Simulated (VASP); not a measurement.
# PbSe (Clausthalite) (Fm-3m) in VASP: notebook

The runs below take PbSe (Clausthalite) through single point, with r2SCAN.

Program: VASP 6.6.1. These are calculated values, not measurements. Logs are shortened: lines on timing, memory, paths and dates and some standing lists are left out, and cuts for length are marked.

**The experiment to reproduce.**

From a printed reference work, monograph, for a bulk crystal of PbSe at 4.2 K: band gap 0.15 eV (direct).

How close the calculation comes is told below.

## Step 1: The cell of the first run

It takes space group Fm-3m (No. 225, cubic). Conventional cell: a = 6.179 Å, b = 6.179 Å, c = 6.179 Å, α = 90.00°, β = 90.00°, γ = 90.00°. Within 4.1 Å of Pb (site symmetry m-3m) lie 6 Se at 3.09 Å. Within 4.1 Å of Se (site symmetry m-3m) lie 6 Pb at 3.09 Å.

## Step 2: Single point, r2SCAN

File POSCAR:

```
PbSe
1.0
    0.0000000000      3.0896680722      3.0896680722
    3.0896680722      0.0000000000      3.0896680722
    3.0896680722      3.0896680722      0.0000000000
Pb Se
1 1
Direct
    0.0000000000      0.0000000000      0.0000000000
    0.5000000000      0.5000000000      0.5000000000
```

File INCAR.step1:

```
  PREC = Accurate
  ENCUT = 550
  ISMEAR = 0
  SIGMA = 0.02
  LREAL = False
  LASPH = True
  NELM = 120
  NBANDS = 17
  GGA = PE
  ALGO = Normal
  EDIFF = 1E-5
  LWAVE = True
  LCHARG = False
  GGA_COMPAT = False
```

File INCAR.step2:

```
  PREC = Accurate
  ENCUT = 550
  EDIFF = 1E-6
  ISMEAR = 0
  SIGMA = 0.02
  LREAL = False
  LASPH = True
  NELM = 120
  ALGO = Normal
  ISIF = 2
  LWAVE = False
  LCHARG = True
  METAGGA = R2SCAN
  LMIXTAU = True
  LELF = True
  LVHAR = True
  NBANDS = 17
  ISTART = 1
  GGA_COMPAT = False
```

File KPOINTS:

```
Automatic mesh
0
Gamma
  10 10 10
```

Potentials or basis: VASP PAW PBE potentials, release 64 (Pb_d, Se).

Started as:

```
cat potpaw_PBE.64/Pb_d/POTCAR potpaw_PBE.64/Se/POTCAR > POTCAR
cp INCAR.step1 INCAR
mpirun -np 1 vasp_std > vasp.out
cp INCAR.step2 INCAR
mpirun -np 1 vasp_std > vasp.out
```

OUTCAR:

```text
PREC = Accurate
   ENCUT = 550
   EDIFF = 1E-6
   ISMEAR = 0
   LREAL = False
   LASPH = True
   NELM = 120
   ISIF = 2
   METAGGA = R2SCAN
   ISTART = 1

 ion  position               nearest neighbor table
   1  0.000  0.000  0.000-   2 3.09   2 3.09   2 3.09   2 3.09   2 3.09   2 3.09
   2  0.500  0.500  0.500-   1 3.09   1 3.09   1 3.09   1 3.09   1 3.09   1 3.09

  LATTYP: Found a face centered cubic cell.
 ALAT       =     6.1793361444

  Lattice vectors:

 A1 = (   0.0000000000,   3.0896680722,   3.0896680722)
 A2 = (   3.0896680722,   0.0000000000,   3.0896680722)
 A3 = (   3.0896680722,   3.0896680722,   0.0000000000)

Analysis of symmetry for initial positions (statically):
=====================================================================
 Subroutine PRICEL returns:
 Original cell was already a primitive cell.

 Routine SETGRP: Setting up the symmetry group for a
 face centered cubic supercell.

 Subroutine GETGRP returns: Found 48 space group operations
 (whereof 48 operations were pure point group operations)
 out of a pool of 48 trial point group operations.

The static configuration has the point symmetry O_h .

Analysis of symmetry for dynamics (positions and initial velocities):
=====================================================================
 Subroutine PRICEL returns:
 Original cell was already a primitive cell.

 Routine SETGRP: Setting up the symmetry group for a
 face centered cubic supercell.

 Subroutine GETGRP returns: Found 48 space group operations
 (whereof 48 operations were pure point group operations)
 out of a pool of 48 trial point group operations.

The dynamic configuration has the point symmetry O_h .

 Subroutine INISYM returns: Found 48 space group operations
 (whereof 48 operations are pure point group operations),
 and found     1 'primitive' translations

----------------------------------------------------------------------------------------

                                     Primitive cell

  volume of cell :      58.9882

  direct lattice vectors                    reciprocal lattice vectors
     0.000000000  3.089668072  3.089668072    -0.161829681  0.161829681  0.161829681
     3.089668072  0.000000000  3.089668072     0.161829681 -0.161829681  0.161829681
     3.089668072  3.089668072  0.000000000     0.161829681  0.161829681 -0.161829681

  length of vectors
     4.369450491  4.369450491  4.369450491     0.280297230  0.280297230  0.280297230

  position of ions in fractional coordinates (direct lattice)
     0.000000000  0.000000000  0.000000000
     0.500000000  0.500000000  0.500000000

  ion indices of the primitive-cell ions
   primitive index   ion index
                 1           1
                 2           2

----------------------------------------------------------------------------------------

 KPOINTS: Automatic mesh

Automatic generation of k-mesh.
 Grid dimensions read from file:
 generate k-points for:   10   10   10

 Generating k-lattice:

  Cartesian coordinates                     Fractional coordinates (reciprocal lattice)
    -0.016182968  0.016182968  0.016182968     0.100000000  0.000000000  0.000000000
     0.016182968 -0.016182968  0.016182968     0.000000000  0.100000000  0.000000000
     0.016182968  0.016182968 -0.016182968     0.000000000  0.000000000  0.100000000

  Length of vectors
     0.028029723  0.028029723  0.028029723

  Shift w.r.t. Gamma in fractional coordinates (k-lattice)
     0.000000000  0.000000000  0.000000000

 Subroutine IBZKPT returns following result:
 ===========================================

 Found     47 irreducible k-points:

 Following reciprocal coordinates:
            Coordinates               Weight
  0.000000  0.000000  0.000000      1.000000
  0.100000  0.000000  0.000000      8.000000
  0.200000  0.000000  0.000000      8.000000
  0.300000  0.000000  0.000000      8.000000
  0.400000  0.000000  0.000000      8.000000
  0.500000  0.000000  0.000000      4.000000
[... 16 lines left out ...]
  0.300000  0.300000  0.000000      6.000000
  0.400000  0.300000  0.000000     24.000000
 [... further k-points ...]
   k-points           NKPTS =     47   k-points in BZ     NKDIM =     47   number of bands    NBANDS=     17
   number of dos      NEDOS =    301   number of ions     NIONS =      2
   total plane-waves  NPLWV =  46656
   dimension x,y,z NGX =    36 NGY =   36 NGZ =   36
   dimension x,y,z NGXF=    72 NGYF=   72 NGZF=   72
   ions per type =               1   1
   NGX,Y,Z   is equivalent  to a cutoff of  13.70, 13.70, 13.70 a.u.
   NGXF,Y,Z  is equivalent  to a cutoff of  27.39, 27.39, 27.39 a.u.
 SYSTEM =  unknown system
   PREC   = accura    normal or accurate (medium, high low for compatibility)
   ISTART =      1    job   : 0-new  1-cont  2-samecut
   ICHARG =      0    charge: 1-file 2-atom 10-const
   ISPIN  =      1    spin polarized calculation?
   LNONCOLLINEAR =      F non collinear calculations
   LSORBIT =      F    spin-orbit coupling
   LASPH  =      T    aspherical Exc in radial PAW
   ENCUT  =  550.0 eV  40.42 Ry    6.36 a.u.   8.36  8.36  8.36*2*pi/ulx,y,z
   NELM   =    120;   NELMIN=  2; NELMDL=  0     # of ELM steps
   EDIFF  = 0.1E-05   stopping-criterion for ELM
   LREAL  =      F    real-space projection
   EDIFFG = 0.1E-04   stopping-criterion for IOM
   NSW    =      0    number of steps for IOM
   IBRION =     -1    ionic relax: 0-MD 1-quasi-New 2-CG
   NFREE  =      0    steps in history (QN), initial steepest desc. (CG)
   ISIF   =      2    stress and relaxation
   ISYM   =      2    0-nonsym 1-usesym 2-fastsym
   POTIM  = 0.5000    time-step for ionic-motion
   TEBEG  =    0.0;   TEEND  =   0.0 temperature during run
   PSTRESS=    0.0 pullay stress
   NELECT =      20.0000    total number of electrons
   NUPDOWN=      -1.0000    fix difference up-down
   EMIN   =  10.00;   EMAX   =-10.00  energy-range for DOS
   EFERMI =   0.00;   METHOD = LEGACY
   ISMEAR =     0;   SIGMA  =   0.02  broadening in eV -4-tet -1-fermi 0-gaus
   EFERMI_NEDOS =   21; number of points for ismear=-14 and -15
   IALGO  =     38    algorithm
   IMIX   =      4    mixing-type and parameters
     AMIX     =   0.40;   BMIX     =  1.00
     AMIX_MAG =   1.60;   BMIX_MAG =  1.00
  volume/ion in A,a.u.               =      29.49       199.04
  Fermi-wavevector in a.u.,A,eV,Ry     =   1.141554  2.157224 17.730362  1.303145
  Thomas-Fermi vector in A             =   2.278254
   LORBIT       =      0    0 simple, 1 ext, 2 COOP (PROOUT), +10 PAW based schemes
   METAGGA = R2SCAN    functional components
   LHFCALC =     F    Hartree Fock is set to
   AEXX    =    0.0000 exact exchange contribution
   IVDW    =     0    specifies the selected vdW correction
   LEPSILON=     F    determine dielectric tensor
   LRPA    =     F    only Hartree local field effects (RPA)
 non-spin polarized calculation
 Gauss-broadening in eV      SIGMA  =   0.02
  energy-cutoff  :      550.00
  volume of cell :       58.99
 maximum number of plane-waves:      1759
 NGX is ok and might be reduce to    36
   NGX = 17   NGY = 17   NGZ = 17

 number of electron      20.0000003 magnetization

 Free energy of the ion-electron system (eV)
  ---------------------------------------------------
  ext. energy  EPLUGINS =         0.00000000
  ---------------------------------------------------
  free energy    TOTEN  =       -71.93909989 eV

  energy without entropy =      -71.93909989  energy(sigma->0) =      -71.93909989

 E-fermi :   4.6650     XC(G=0):  -9.9280

 val. band max:        4.5438756772   @ k =   0.5000   0.0000   0.0000
 cond. band min:       5.2173051930   @ k =   0.5000   0.0000   0.0000
 fundamental gap:      0.6734295159
 Fermi energy:         4.6649973997

 k-point     1 :       0.0000    0.0000    0.0000
  band No.  band energies     occupation
      1     -12.8561      2.00000
      2     -12.8561      2.00000
      3     -12.8560      2.00000
      4     -12.8512      2.00000
      5     -12.8512      2.00000
      6      -9.3363      2.00000
[... 9 lines left out ...]
     16      11.5861      0.00000
     17      13.2753      0.00000

 k-point     2 :       0.1000    0.0000    0.0000
  band No.  band energies     occupation
      1     -12.8557      2.00000
      2     -12.8554      2.00000
      3     -12.8554      2.00000
      4     -12.8513      2.00000
      5     -12.8513      2.00000
      6      -9.2611      2.00000
[... 9 lines left out ...]
     16      11.8133      0.00000
     17      14.0057      0.00000

 k-point     3 :       0.2000    0.0000    0.0000
  band No.  band energies     occupation
      1     -12.8603      2.00000
      2     -12.8602      2.00000
      3     -12.8548      2.00000
      4     -12.8449      2.00000
      5     -12.8449      2.00000
      6      -9.0479      2.00000
[... 9 lines left out ...]
     16      12.3988      0.00000
     17      15.4442      0.00000

 k-point     4 :       0.3000    0.0000    0.0000
  band No.  band energies     occupation
      1     -12.8673      2.00000
      2     -12.8673      2.00000
      3     -12.8538      2.00000
      4     -12.8359      2.00000
      5     -12.8359      2.00000
      6      -8.7404      2.00000
[... 9 lines left out ...]
     16      13.2910      0.00000
     17      16.7815      0.00000
[... 343 lines left out ...]
      1     -12.8731      2.00000
      2     -12.8659      2.00000
      3     -12.8513      2.00000
      4     -12.8415      2.00000
      5     -12.8348      2.00000
      6      -8.6296      2.00000
[... 9 lines left out ...]
     16      14.6131      0.00000
     17      15.2361      0.00000

 k-point    23 :       0.3000    0.3000    0.0000
  band No.  band energies     occupation
      1     -12.9172      2.00000
      2     -12.8663      2.00000
      3     -12.8400      2.00000
      4     -12.8305      2.00000
      5     -12.8305      2.00000
      6      -8.5197      2.00000
[... 9 lines left out ...]
     16      15.1163      0.00000
     17      15.6407      0.00000

 k-point    24 :       0.4000    0.3000    0.0000
  band No.  band energies     occupation
      1     -12.9334      2.00000
      2     -12.8662      2.00000
      3     -12.8416      2.00000
      4     -12.8262      2.00000
      5     -12.8238      2.00000
      6      -8.2820      2.00000
[... 9 lines left out ...]
     16      15.8356      0.00000
     17      16.5586      0.00000

 [... further k-points ...]

------------------------ aborting loop because EDIFF is reached ----------------------------------------

  FORCE on cell =-STRESS in cart. coord.  units (eV):
  Direction    XX          YY          ZZ          XY          YZ          ZX
  --------------------------------------------------------------------------------------
  -------------------------------------------------------------------------------------
  Total       -0.0044660     -0.0044660     -0.0044660      0.0000000      0.0000000     -0.0000000
  in kB       -0.1213003     -0.1213003     -0.1213003      0.0000000      0.0000000     -0.0000000
  external PRESSURE =      -0.1213003 kB  Pullay stress =       0.0000000 kB

 VOLUME and BASIS-vectors are now :
 -----------------------------------------------------------------------------
  energy-cutoff  :      550.00
  volume of cell :       58.99
      direct lattice vectors                 reciprocal lattice vectors
     0.000000000  3.089668072  3.089668072    -0.161829681  0.161829681  0.161829681
     3.089668072  0.000000000  3.089668072     0.161829681 -0.161829681  0.161829681
     3.089668072  3.089668072  0.000000000     0.161829681  0.161829681 -0.161829681

 POSITION                                       TOTAL-FORCE (eV/Angst)
 -----------------------------------------------------------------------------------
      0.00000      0.00000      0.00000         0.000000     -0.000000      0.000000
      3.08967      3.08967      3.08967        -0.000000      0.000000     -0.000000
 -----------------------------------------------------------------------------------
    total drift:                                0.000000      0.000000      0.000000

  FREE ENERGIE OF THE ION-ELECTRON SYSTEM (eV)
  ---------------------------------------------------
  free  energy   TOTEN  =       -71.9390998854 eV

  energy  without entropy=      -71.9390998854  energy(sigma->0) =      -71.93909989
```

Wall time 84 s (1 thread of Intel Xeon 6975P-C (Granite Rapids), shared host); peak memory 0.24 GiB.

What came out:

```
Free energy            : -71.9391 eV
Pressure               : 0.0 GPa
Band gap on the k mesh : 0.67 eV, direct
```

Caveat: the PAW data sets were made with another functional, which shifts forces and pressure a little; spin-orbit coupling is left out, which moves the levels of the heavy elements.

## Step 3: Single point, r2SCAN (volume scaled by 1.03)

File POSCAR:

```
PbSe
1.0
    0.0000000000      3.1202608348      3.1202608348
    3.1202608348      0.0000000000      3.1202608348
    3.1202608348      3.1202608348      0.0000000000
Pb Se
1 1
Direct
    0.0000000000      0.0000000000      0.0000000000
    0.5000000000      0.5000000000      0.5000000000
```

File INCAR.step1:

```
SYSTEM = PbSe
  PREC = Accurate
  ENCUT = 550
  ISMEAR = 0
  SIGMA = 0.02
  LREAL = .False.
  LASPH = .True.
  NELM = 120
  NBANDS = 17
  GGA = PE
  ALGO = Normal
  EDIFF = 1E-5
  LWAVE = .True.
  LCHARG = .False.
  GGA_COMPAT = .False.
```

File INCAR.step2:

```
SYSTEM = PbSe
  PREC = Accurate
  ENCUT = 550
  EDIFF = 1E-6
  ISMEAR = 0
  SIGMA = 0.02
  LREAL = .False.
  LASPH = .True.
  NELM = 120
  ALGO = Normal
  ISIF = 2
  LWAVE = .False.
  LCHARG = .False.
  METAGGA = R2SCAN
  LMIXTAU = .True.
  NBANDS = 17
  ISTART = 1
  GGA_COMPAT = .False.
```

File KPOINTS:

```
regular mesh
0
Gamma
  10 10 10
  0 0 0
```

Potentials or basis: VASP PAW PBE potentials, release 64 (Pb_d, Se).

Started as:

```
cat potpaw_PBE.64/Pb_d/POTCAR potpaw_PBE.64/Se/POTCAR > POTCAR
cp INCAR.step1 INCAR
mpirun -np 1 vasp_std > vasp.out
cp INCAR.step2 INCAR
mpirun -np 1 vasp_std > vasp.out
```

Wall time 84 s (1 thread of Intel Xeon 6975P-C (Granite Rapids), shared host); peak memory 0.24 GiB.

It converged, with:

| Item | Value |
| --- | --- |
| Free energy | -71.9312 eV |
| Pressure | -1.5 GPa |
| Band gap on the k mesh | 0.76 eV, direct |

Levels at points of the mesh, in eV from the valence-band top:
| k point | band 8 | band 9 | band 10 | band 11 | band 12 | band 13 |
| --- | --- | --- | --- | --- | --- | --- |
| (0.00, 0.00, 0.00) | -1.71 | -1.71 | -1.71 | 4.95 | 4.95 | 4.95 |
| (0.50, 0.00, 0.00) | -1.33 | -1.33 | 0.00 | 0.76 | 2.09 | 2.09 |
| (0.50, 0.50, 0.00) | -4.62 | -2.97 | -2.97 | 4.31 | 5.81 | 5.81 |

Caveat: the PAW data sets were made with another functional, which shifts forces and pressure a little; spin-orbit coupling is left out, which moves the levels of the heavy elements.

## Step 4: Single point, r2SCAN (volume scaled by 1.06)

File POSCAR:

```
PbSe
1.0
    0.0000000000      3.1502651834      3.1502651834
    3.1502651834      0.0000000000      3.1502651834
    3.1502651834      3.1502651834      0.0000000000
Pb Se
1 1
Direct
    0.0000000000      0.0000000000      0.0000000000
    0.5000000000      0.5000000000      0.5000000000
```

File INCAR.step1:

```
SYSTEM = PbSe
PREC = Accurate
ENCUT = 550
ISMEAR = 0
SIGMA = 0.02
LREAL = .False.
LASPH = .True.
NELM = 120
NBANDS = 17
GGA = PE
ALGO = Normal
EDIFF = 1E-5
LWAVE = .True.
LCHARG = .False.
GGA_COMPAT = .False.
```

File INCAR.step2:

```
SYSTEM = PbSe
PREC = Accurate
ENCUT = 550
EDIFF = 1E-6
ISMEAR = 0
SIGMA = 0.02
LREAL = .False.
LASPH = .True.
NELM = 120
ALGO = Normal
ISIF = 2
LWAVE = .False.
LCHARG = .True.
METAGGA = R2SCAN
LMIXTAU = .True.
LELF = .True.
LVHAR = .True.
NBANDS = 17
ISTART = 1
GGA_COMPAT = .False.
```

File KPOINTS:

```
Automatic mesh
0
Gamma
  10 10 10
  0 0 0
```

Started as:

```
cat potpaw_PBE.64/Pb_d/POTCAR potpaw_PBE.64/Se/POTCAR > POTCAR
cp INCAR.step1 INCAR
mpirun -np 1 vasp_std > vasp.out
cp INCAR.step2 INCAR
mpirun -np 1 vasp_std > vasp.out
```

It took 90 s on 1 thread of Intel Xeon 6975P-C (Granite Rapids), shared host; peak memory 0.25 GiB.

Results (log left out):

* Free energy: -71.9088 eV
* Pressure: -2.7 GPa
* Band gap on the k mesh: 0.84 eV, direct

Levels at points of the mesh, in eV from the valence-band top:
| k point | band 7 | band 8 | band 9 | band 10 | band 11 | band 12 | band 13 | band 14 |
| --- | --- | --- | --- | --- | --- | --- | --- | --- |
| (0.00, 0.00, 0.00) | -6.44 | -1.56 | -1.56 | -1.56 | 4.90 | 4.90 | 4.90 | 7.20 |
| (0.50, 0.00, 0.00) | -8.53 | -1.20 | -1.20 | 0.00 | 0.84 | 2.16 | 2.16 | 9.02 |
| (0.50, 0.50, 0.00) | -7.35 | -4.37 | -2.78 | -2.78 | 4.44 | 5.72 | 5.72 | 6.15 |

Caveat: the PAW data sets were made with another functional, which shifts forces and pressure a little; spin-orbit coupling is left out, which moves the levels of the heavy elements.

## Step 5: Summary

| cell | gap on the mesh (eV) | pressure (GPa) |
| --- | --- | --- |
| a = 4.369 Å, angles 60.0°, 2 atoms | 0.67 | 0.0 |
| a = 4.413 Å, angles 60.0°, 2 atoms | 0.76 | -1.5 |
| a = 4.455 Å, angles 60.0°, 2 atoms | 0.84 | -2.7 |

Alike in all rows: task single point; level r2SCAN; potentials or basis VASP PAW PBE potentials, release 64 (Pb_d, Se); no spin polarisation; k mesh 10 × 10 × 10; cutoff (eV) 550; smearing gaussian 0.02 eV.

Caveats: the PAW data sets were made with another functional, which shifts forces and pressure a little; spin-orbit coupling is left out, which moves the levels of the heavy elements.

Absolute energies hang on the potentials; compare differences alone.

## Step 6: How close it comes

Step 2. Measured gap of PbSe: 0.15 eV (direct; 4.2 K; a printed reference work, monograph). This calculation gives 0.67 eV (+0.52 eV). 2 values of this kind are on record (0.15 to 0.28 eV); this one was drawn at random. Spin-orbit coupling on Pb, Se is left out. The value is that of r2SCAN on a finite k mesh, which can miss the band edges, without temperature or zero-point motion.
